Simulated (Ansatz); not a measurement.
# Te2Mo (P6_3/mmc) in Ansatz: a series of runs

One crystal, Te2Mo, is run at these levels: LDA, PBE, PBEsol; tasks: band structure.

All numbers are computed with Ansatz 0.2.0; they aren't measurements. Logs are shortened: lines on timing, memory, paths and dates and some standing lists are left out, and cuts for length are marked.

**Measured values to compare with.**

“Broadband infrared study of pressure-tunable Fano resonance and metallization transition in 2H-MoTe2”, 2022, pmc:9569381 quotes, for a bulk crystal of Te2Mo at 300 K: band gap 0.88 ± 0.05 eV (indirect).

The results are compared with them further down.

### 1 The structure

It takes space group P6_3/mmc (No. 194, hexagonal). Conventional cell: a = 3.518 Å, b = 3.518 Å, c = 13.974 Å, α = 90.00°, β = 90.00°, γ = 120.00°. Te (site symmetry 3m) has 3 Mo at 2.72 Å as nearest neighbours. Around Mo (site symmetry -6m2) lie 6 Te at 2.72 Å.

### 2 Band structure, LDA

The input, input.yaml:

```yaml
crystal:
  lattice:
    - [3.5182, 0.0, 0.0]
    - [-1.7591, 3.0468505756, 0.0]
    - [0.0, 0.0, 13.9736]
  atoms:
    - { symbol: Te, position: [0.6666666667, 0.3333333333, 0.379] }
    - { symbol: Te, position: [0.3333333333, 0.6666666667, 0.879] }
    - { symbol: Te, position: [0.6666666667, 0.3333333333, 0.121] }
    - { symbol: Te, position: [0.3333333333, 0.6666666667, 0.621] }
    - { symbol: Mo, position: [0.6666666667, 0.3333333333, 0.75] }
    - { symbol: Mo, position: [0.3333333333, 0.6666666667, 0.25] }
hamiltonian:
  xc: lda
  pseudopotentials: { kind: paw }
kpoints:
  mp_grid: { grid: [9, 9, 2] }
  band_path:
    path:
      - [[0.0, 0.0, 0.0], [0.5, 0.0, 0.0], [0.3333333333, 0.3333333333, 0.0], [0.0, 0.0, 0.0], [0.0, 0.0, 0.5], [0.5, 0.0, 0.5], [0.3333333333, 0.3333333333, 0.5], [0.0, 0.0, 0.5]]
      - [[0.5, 0.0, 0.5], [0.5, 0.0, 0.0]]
      - [[0.3333333333, 0.3333333333, 0.0], [0.3333333333, 0.3333333333, 0.5]]
    npoints: 14
scf:
  occupations: { method: fermi_dirac, width: 0.05 }
  n_extra_bands: 15
output:
  forces: true
  stress: true
  eigenvalues: true
  fatbands: true
```

Potentials or basis: Ansatz PAW.

The run is started by

```console
$ ansatz run input.yaml --threads 2 --pin off --max-ram 5632MiB --backend cpu --events-out ev --progress --plain --runs-dir out
```

Output:

```text
Warning: RAYON_NUM_THREADS=2 ignored (pool sized by the plan → 2); use --threads N
scf.n_extra_bands = 15 over 46 filled bands (N_el = 92.0): the run solves 61 bands
Engine: ansatz 0.2.0, aarch64-unknown-linux-gnu
Pseudopotentials: kind: paw
Pseudopotential: Te, paw, valence charge 16, recommended cutoff 420 eV (normal), Te.paw.azcp
Pseudopotential: Mo, paw, valence charge 14, recommended cutoff 420 eV (normal), Mo.paw.azcp
Functional definition: SPW92
  exchange = slater_x
  correlation = pw_c
Crystal: 6 atoms, lattice volume = 149.789 Å³
Basis set: ecut = 420 eV, 2909 PW (Γ)
Bands: 61, of which v1, the nominal top of the filled ones, is band 46 counted from 1 (45 counted from 0)
Symmetry: 24 space group operations
Space group: P63/mmc (ITA 194), of the structure as read, at distance tolerance 5.3e-5 Å
k-points: 24 of 162
Non-local potential: Te, projectors of the file, l = 0: 2, l = 1: 2, l = 2: 2, l = 3: 2
Non-local potential: Mo, projectors of the file, l = 0: 3, l = 1: 2, l = 2: 2, l = 3: 1
PAW form: soft (Blöchl's): semilocal exchange-correlation on the pseudo side does not see the compensation charge
PAW frozen core: Te, regenerated for the run's functional, and the local potential with it (the file was generated under x = pbe(κ = 0.804, μ = 0.2195149727645171), c = pbe(β = 0.06672455060314922))
PAW frozen core: Mo, regenerated for the run's functional, and the local potential with it (the file was generated under x = pbe(κ = 0.804, μ = 0.2195149727645171), c = pbe(β = 0.06672455060314922))
PAW one-centre angular grid: Te, 590 points (default); XC on 64 Gauss nodes
PAW one-centre angular grid: Mo, 590 points (default); XC on 64 Gauss nodes
Initial density: superposition of atomic densities (neutral atoms: chi_scale 0, normalization atom), corrected by the library's trained network
Initial wavefunctions: pseudopotential atomic-orbital guess
Functional: x = slater, c = lda
SCF iter   1: F=—  HF=-36996.215176 eV  |F-HF|=—  |Δ(HF+E_count)|=         —  Δρ=7.36e-3  dr2=6.43e-2  ethr=1.77e-3  ⟨swp⟩=6.8  Hψ=5963  notcnv=0  defer=31
preconditioner: auto → Resta (q_TF=auto, 2.515 Å⁻¹)  ε∞=5.1  [insulator: Δε(μ)=0.764 eV  Ē_g=8.982 eV  σ=0.050 eV  W_gap=1.00  n_scr=52 (ndim 8)  ℏωp=18.2 eV  f_vac=0.021  D(μ)=0.00/eV (n_scr^D=0)  ε∞_Penn≈5.1]
SCF iter   2: F=—  HF=-36996.210855 eV  |F-HF|=—  |Δ(HF+E_count)|=   4.32e-3  Δρ=4.04e-3  dr2=2.49e-2  ethr=6.99e-5  ⟨swp⟩=2.1  Hψ=2119  notcnv=0  defer=106
SCF iter   3: F=—  HF=-36996.208851 eV  |F-HF|=—  |Δ(HF+E_count)|=   2.00e-3  Δρ=2.35e-3  dr2=6.26e-3  ethr=2.71e-5  ⟨swp⟩=2.0  Hψ=1632  notcnv=0  defer=106
SCF iter   4: F=—  HF=-36996.208486 eV  |F-HF|=—  |Δ(HF+E_count)|=   3.65e-4  Δρ=8.22e-4  dr2=6.64e-4  ethr=6.80e-6  ⟨swp⟩=1.0  Hψ=1322  notcnv=0  defer=106
SCF iter   5: F=—  HF=-36996.208476 eV  |F-HF|=—  |Δ(HF+E_count)|=   9.99e-6  Δρ=1.44e-4  dr2=3.34e-5  ethr=7.22e-7  ⟨swp⟩=1.6  Hψ=1395  notcnv=0  defer=106
SCF iter   6: F=—  HF=-36996.208474 eV  |F-HF|=—  |Δ(HF+E_count)|=   2.21e-6  Δρ=1.90e-5  dr2=7.43e-7  ethr=3.63e-8  ⟨swp⟩=1.9  Hψ=1693  notcnv=0  defer=106
SCF iter   7: F=-36996.208474 eV  HF=-36996.208474 eV  |F-HF|=6.85e-9  |Δ(HF+E_count)|=   2.39e-7  Δρ=5.34e-6  dr2=5.99e-8  ethr=1.09e-10  ⟨swp⟩=11.9  Hψ=7040  notcnv=0
SCF 1 converged in 7 iterations: F = -36996.208474 eV  dr2 = 5.99e-8
NSCF: frozen V_eff on 129 k-points
SCF converged after 7 iterations
Free energy (F): -36996.208474 eV
Harris-Foulkes:  -36996.208474 eV  (|F-HF|=6.85e-9)
Internal energy: -36996.208442 eV  (E = F + TS)
E sigma→0 (E₀):  -36996.208458 eV
Entropy (-TS):   -0.000033 eV (-0.005 meV/atom)
Fermi energy:    12.519263 eV
--- Per-component energies (eV) ---
  E_band       = -1166.651554
  E_kinetic    = 1614.665442
  E_local      = -7434.690168  (includes V_loc(G=0)·N_el)
  E_nonlocal   = -920.581963
  E_hartree    = 4140.652311
  E_xc         = -862.195652
  E_vxc        = -879.370866  (∫ρ·V_xc dr)
  E_paw        = -24221.096406  (= ΣΔE_a)
  E_vpaw       = -1827.985415  (= ΣTr[D̂ρ^β])
  E_aug_tail   = -0.000669  (compensation charges beyond the density's cutoff)
  E_ewald      = -9316.621616
  E_core_change = 3.660277  (= ΣΔE_core)
  E_smearing   = -0.000033  (= −TS)
  E_closure    = -0.000000  (closes the sum)
  Σ components = -36996.208474   (vs F -36996.208474, Δ=0.00e0)
--- Forces (eV/Å), atoms counted from 1 ---
  atom   1  Te    -0.00000000    -0.00000000    -0.29342144
  atom   2  Te     0.00000000     0.00000000    -0.29342144
  atom   3  Te    -0.00000000    -0.00000000     0.29342144
  atom   4  Te     0.00000000     0.00000000     0.29342144
  atom   5  Mo     0.00000000    -0.00000000     0.00000000
  atom   6  Mo     0.00000000     0.00000000     0.00000000
  max |Σ_I F_I| component: 9.25e-18 eV/Å
--- Stress (GPa, compression-positive) ---
       -3.050043       0.000000       0.000000
       -0.000000      -3.050043       0.000000
        0.000000       0.000000      -2.992914
  P = ⅓ Tr σ = -3.0310 GPa (-30.310 kbar)
--- Band table (eV; the first three rows and the last of 24) ---
  k-point 0: bands = ["-48.5201", "-48.5201", "-24.4131", "-24.4131", "-24.4127", "-24.4127", "-24.4004", "-24.4004", "-24.4001", "-24.4001", "-24.3507", "-24.3507", "-24.3491", "-24.3491", "-24.3399", "-24.3399", "-24.3385", "-24.3385", "-24.3311", "-24.3297", "-24.3219", "-24.3205", "-22.7405", "-22.7405", "-22.5818", "-22.5818", "-22.5818", "-22.5818", "-0.9283", "-0.6064", "-0.0803", "0.4212", "6.2733", "7.5804", "9.0362", "10.3274", "10.3274", "10.3431", "10.3431", "11.1078", "11.1104", "11.1104", "11.1460", "11.1460", "11.8476", "12.1625", "15.0403", "15.0403", "15.1719", "15.1719", "15.2598", "15.2598", "15.5113", "15.5113", "17.7440", "18.3008", "19.3572", "19.7834", "20.4726", "21.1050", "21.1050"]
  k-point 1: bands = ["-48.5201", "-48.5201", "-24.4129", "-24.4129", "-24.4129", "-24.4129", "-24.4002", "-24.4002", "-24.4002", "-24.4002", "-24.3499", "-24.3499", "-24.3499", "-24.3499", "-24.3392", "-24.3392", "-24.3392", "-24.3392", "-24.3305", "-24.3305", "-24.3212", "-24.3212", "-22.7405", "-22.7405", "-22.5818", "-22.5818", "-22.5818", "-22.5818", "-0.8053", "-0.8053", "0.2051", "0.2051", "6.7733", "6.7733", "10.1266", "10.1266", "10.3351", "10.3351", "10.3351", "10.3351", "11.1283", "11.1283", "11.1283", "11.1283", "12.0838", "12.0838", "15.0775", "15.0775", "15.0775", "15.0775", "15.4137", "15.4137", "15.4137", "15.4137", "18.1176", "18.1176", "20.0368", "20.0368", "20.0716", "20.0716", "21.3208"]
  k-point 2: bands = ["-48.5190", "-48.5190", "-24.4117", "-24.4114", "-24.4103", "-24.4099", "-24.4025", "-24.4023", "-24.3979", "-24.3976", "-24.3517", "-24.3512", "-24.3500", "-24.3499", "-24.3433", "-24.3419", "-24.3402", "-24.3387", "-24.3298", "-24.3287", "-24.3205", "-24.3192", "-22.7319", "-22.7319", "-22.5987", "-22.5987", "-22.5849", "-22.5849", "-0.7554", "-0.4362", "0.0472", "0.5320", "6.4667", "7.7633", "8.9467", "9.9397", "9.9773", "10.4635", "10.4906", "10.5373", "10.8822", "10.9303", "11.0916", "11.1520", "11.9755", "12.0618", "14.5342", "14.5399", "14.5656", "14.6618", "14.8771", "15.1225", "15.1902", "15.3635", "18.3814", "18.9808", "19.4115", "20.2871", "20.6653", "20.8409", "20.8813"]
  k-point 23: bands = ["-48.5096", "-48.5096", "-24.4195", "-24.4195", "-24.3960", "-24.3960", "-24.3882", "-24.3882", "-24.3877", "-24.3877", "-24.3691", "-24.3691", "-24.3566", "-24.3566", "-24.3450", "-24.3450", "-24.3449", "-24.3449", "-24.3233", "-24.3233", "-24.3084", "-24.3084", "-22.6991", "-22.6991", "-22.6596", "-22.6596", "-22.6545", "-22.6545", "1.5606", "1.5606", "1.7572", "1.7572", "7.3842", "7.3842", "7.5257", "7.5257", "8.1547", "8.1547", "8.5542", "8.5542", "9.4420", "9.4420", "10.1744", "10.1744", "11.9358", "11.9358", "13.1213", "13.1213", "13.7771", "13.7771", "14.5263", "14.5263", "15.7497", "15.7497", "17.1554", "17.1554", "17.9315", "17.9315", "19.4497", "19.4497", "20.9732"]
```

Run time: 33 s. Hardware: 2 threads of Arm Neoverse V1, shared host; peak memory 0.76 GiB.

Results:

* Free energy: -36996.2085 eV
* Pressure: -3.0 GPa
* Largest force: 0.293 eV/Å
* Band gap on the k mesh: 0.76 eV, indirect (least direct gap 1.03 eV)
* Band gap along the path: 0.68 eV, indirect (least direct gap 1.03 eV)

Forces in eV/Å, atoms in the order of the input:
```
Te   0.000  0.000 -0.293
Te   0.000  0.000 -0.293
Te   0.000  0.000  0.293
Te   0.000  0.000  0.293
Mo   0.000  0.000  0.000
Mo   0.000  0.000  0.000
```

Levels at the corners of the path, in eV from the valence-band top:
| point | band 44 | band 45 | band 46 | band 47 | band 48 | band 49 |
| --- | --- | --- | --- | --- | --- | --- |
| Γ | -1.02 | -0.31 | 0.00 | 2.88 | 2.88 | 3.01 |
| M | -0.95 | -0.61 | -0.31 | 1.25 | 1.31 | 1.44 |
| K | -1.82 | -0.32 | -0.08 | 0.95 | 0.95 | 1.14 |
| Γ | -1.02 | -0.31 | 0.00 | 2.88 | 2.88 | 3.01 |
| A | -1.03 | -0.08 | -0.08 | 2.92 | 2.92 | 2.92 |
| L | -0.96 | -0.46 | -0.46 | 1.28 | 1.28 | 1.62 |
| H | -1.99 | -0.23 | -0.23 | 0.96 | 0.96 | 1.61 |
| A | -1.03 | -0.08 | -0.08 | 2.92 | 2.92 | 2.92 |
| L | -0.96 | -0.46 | -0.46 | 1.28 | 1.28 | 1.62 |
| M | -0.95 | -0.61 | -0.31 | 1.25 | 1.31 | 1.44 |
| K | -1.82 | -0.32 | -0.08 | 0.95 | 0.95 | 1.14 |
| H | -1.99 | -0.23 | -0.23 | 0.96 | 0.96 | 1.61 |

Caveat: the k mesh misses the band edges, so the gap on the mesh is wider than the one along the path; spin-orbit coupling is left out, which moves the levels of the heavy elements; the PAW data sets come from PBE, with cores solved anew for the run's functional, which leaves a small shift of forces and pressure.

### 3 Band structure, PBE

Changes to input.yaml since step 2:

```diff
@@ -13,3 +13,3 @@
 hamiltonian:
-  xc: lda
+  xc: pbe
   pseudopotentials: { kind: paw }
@@ -30,2 +30,2 @@
   eigenvalues: true
-  fatbands: true
+  fatbands: false
```

Potentials or basis: Ansatz PAW.

The run is started by

```console
$ ansatz run input.yaml --threads 2 --pin off --max-ram 5632MiB --backend cpu --events-out ev --progress --plain --runs-dir out
```

Wall time 21 s (2 threads of Arm Neoverse V1, shared host); peak memory 0.77 GiB.

Results (log left out):

| Item | Value |
| --- | --- |
| Free energy | -37833.3944 eV |
| Pressure | 2.9 GPa |
| Largest force | 0.175 eV/Å |
| Band gap on the k mesh | 0.78 eV, indirect (least direct gap 1.04 eV) |
| Band gap along the path | 0.71 eV, indirect (least direct gap 1.04 eV) |

Forces on the atoms (eV/Å):
```
Te   0.000  0.000  0.175
Te   0.000  0.000  0.175
Te   0.000  0.000 -0.175
Te   0.000  0.000 -0.175
Mo   0.000  0.000  0.000
Mo   0.000  0.000  0.000
```

Stress tensor (GPa, compression positive):
```
2.70 0.00 0.00
0.00 2.70 0.00
0.00 0.00 3.38
```

Levels at the corners of the path, in eV from the valence-band top:
| point | band 44 | band 45 | band 46 | band 47 | band 48 | band 49 |
| --- | --- | --- | --- | --- | --- | --- |
| Γ | -1.01 | -0.32 | 0.00 | 2.90 | 2.90 | 3.03 |
| M | -0.96 | -0.60 | -0.31 | 1.27 | 1.32 | 1.46 |
| K | -1.83 | -0.31 | -0.07 | 0.97 | 0.97 | 1.16 |
| Γ | -1.01 | -0.32 | 0.00 | 2.90 | 2.90 | 3.03 |
| A | -1.03 | -0.08 | -0.08 | 2.94 | 2.94 | 2.94 |
| L | -0.97 | -0.46 | -0.46 | 1.29 | 1.29 | 1.64 |
| H | -1.99 | -0.21 | -0.21 | 0.98 | 0.98 | 1.63 |
| A | -1.03 | -0.08 | -0.08 | 2.94 | 2.94 | 2.94 |
| L | -0.97 | -0.46 | -0.46 | 1.29 | 1.29 | 1.64 |
| M | -0.96 | -0.60 | -0.31 | 1.27 | 1.32 | 1.46 |
| K | -1.83 | -0.31 | -0.07 | 0.97 | 0.97 | 1.16 |
| H | -1.99 | -0.21 | -0.21 | 0.98 | 0.98 | 1.63 |

Caveat: the k mesh misses the band edges, so the gap on the mesh is wider than the one along the path; spin-orbit coupling is left out, which moves the levels of the heavy elements; this functional lacks dispersion, which binds the layers, so the pressure and a relaxed spacing across them are unreliable.

### 4 Band structure, PBEsol

Changes to input.yaml since step 3:

```diff
@@ -13,3 +13,3 @@
 hamiltonian:
-  xc: pbe
+  xc: pbesol
   pseudopotentials: { kind: paw }
```

The run is started by

```console
$ ansatz run input.yaml --threads 2 --pin off --max-ram 5632MiB --backend cpu --events-out ev --progress --plain --runs-dir out
```

Run time: 20 s. Hardware: 2 threads of Arm Neoverse V1, shared host; peak memory 0.77 GiB.

It converged, with:

```
Free energy             : -37402.7090 eV
Pressure                : -1.1 GPa
Largest force           : 0.090 eV/Å
Band gap on the k mesh  : 0.76 eV, indirect (least direct gap 1.04 eV)
Band gap along the path : 0.69 eV, indirect (least direct gap 1.04 eV)
```

Forces on the atoms (eV/Å):
```
Te   0.000  0.000 -0.090
Te   0.000  0.000 -0.090
Te   0.000  0.000  0.090
Te   0.000  0.000  0.090
Mo   0.000  0.000  0.000
Mo   0.000  0.000  0.000
```

Stress tensor (GPa, compression positive):
```
-1.31  0.00  0.00
 0.00 -1.31  0.00
 0.00  0.00 -0.68
```

Levels at the corners of the path, in eV from the valence-band top:
| point | band 42 | band 43 | band 44 | band 45 | band 46 | band 47 | band 48 | band 49 | band 50 | band 51 |
| --- | --- | --- | --- | --- | --- | --- | --- | --- | --- | --- |
| Γ | -1.05 | -1.02 | -1.02 | -0.32 | 0.00 | 2.90 | 2.90 | 3.04 | 3.04 | 3.13 |
| M | -1.80 | -1.03 | -0.97 | -0.60 | -0.31 | 1.26 | 1.32 | 1.44 | 1.78 | 2.59 |
| K | -3.12 | -1.83 | -1.83 | -0.32 | -0.08 | 0.96 | 0.96 | 1.13 | 2.17 | 2.30 |
| Γ | -1.05 | -1.02 | -1.02 | -0.32 | 0.00 | 2.90 | 2.90 | 3.04 | 3.04 | 3.13 |
| A | -1.03 | -1.03 | -1.03 | -0.08 | -0.08 | 2.94 | 2.94 | 2.94 | 2.94 | 3.28 |
| L | -1.92 | -0.98 | -0.98 | -0.46 | -0.46 | 1.29 | 1.29 | 1.63 | 1.63 | 3.03 |
| H | -2.74 | -1.99 | -1.99 | -0.22 | -0.22 | 0.97 | 0.97 | 1.61 | 1.61 | 2.38 |
| A | -1.03 | -1.03 | -1.03 | -0.08 | -0.08 | 2.94 | 2.94 | 2.94 | 2.94 | 3.28 |
| L | -1.92 | -0.98 | -0.98 | -0.46 | -0.46 | 1.29 | 1.29 | 1.63 | 1.63 | 3.03 |
| M | -1.80 | -1.03 | -0.97 | -0.60 | -0.31 | 1.26 | 1.32 | 1.44 | 1.78 | 2.59 |
| K | -3.12 | -1.83 | -1.83 | -0.32 | -0.08 | 0.96 | 0.96 | 1.13 | 2.17 | 2.30 |
| H | -2.74 | -1.99 | -1.99 | -0.22 | -0.22 | 0.97 | 0.97 | 1.61 | 1.61 | 2.38 |

Caveat: the k mesh misses the band edges, so the gap on the mesh is wider than the one along the path; spin-orbit coupling is left out, which moves the levels of the heavy elements; this functional lacks dispersion, which binds the layers, so the pressure and a relaxed spacing across them are unreliable; the PAW data sets come from PBE, with cores solved anew for the run's functional, which leaves a small shift of forces and pressure.

### 5 The runs side by side

```tsv
level	gap on the mesh (eV)	pressure (GPa)	largest force (eV/Å)
LDA	0.76	-3.0	0.29
PBE	0.78	2.9	0.17
PBEsol	0.76	-1.1	0.09
```

Alike in all rows: task band structure; potentials or basis Ansatz PAW; no spin polarisation; cell as given; k mesh 9 × 9 × 2; cutoff (eV) 420; smearing fermi-dirac 0.05 eV.

On the cell as given the gap runs from 0.68 eV (LDA) to 0.71 eV (PBE). The pressure there spans -3.0 GPa (LDA) to 2.9 GPa (PBE); a positive pressure means that this level wants a larger cell, a negative one a smaller.

Caveats: the k mesh misses the band edges, so the gap on the mesh is wider than the one along the path; spin-orbit coupling is left out, which moves the levels of the heavy elements; the PAW data sets come from PBE, with cores solved anew for the run's functional, which leaves a small shift of forces and pressure (some runs); this functional lacks dispersion, which binds the layers, so the pressure and a relaxed spacing across them are unreliable (some runs).

Total energies depend on the potentials used, so only differences within one code and one set of settings carry meaning.

### 6 Against experiment

Step 2. Against the measured gap of Te2Mo, 0.88 eV (indirect; 300 K; quoted in “Broadband infrared study of pressure-tunable Fano resonance and metallization transition in 2H-MoTe2”, 2022, pmc:9569381), the calculated 0.68 eV is off by -0.20 eV. Spin-orbit coupling on Mo, Te is left out. The value is that of LDA, without temperature or zero-point motion. Semilocal functionals fall short of measured gaps as a rule.

Step 3. Measured gap of Te2Mo: 0.88 eV (indirect; 300 K; quoted in “Broadband infrared study of pressure-tunable Fano resonance and metallization transition in 2H-MoTe2”, 2022, pmc:9569381). This calculation gives 0.71 eV (-0.17 eV). Spin-orbit coupling on Mo, Te is left out. The value is that of PBE, without temperature or zero-point motion. Semilocal functionals fall short of measured gaps as a rule.

Step 4. Measured gap of Te2Mo: 0.88 eV (indirect; 300 K; quoted in “Broadband infrared study of pressure-tunable Fano resonance and metallization transition in 2H-MoTe2”, 2022, pmc:9569381). This calculation gives 0.69 eV (-0.19 eV). Spin-orbit coupling on Mo, Te is left out. The value is that of PBEsol, without temperature or zero-point motion. Semilocal functionals fall short of measured gaps as a rule.
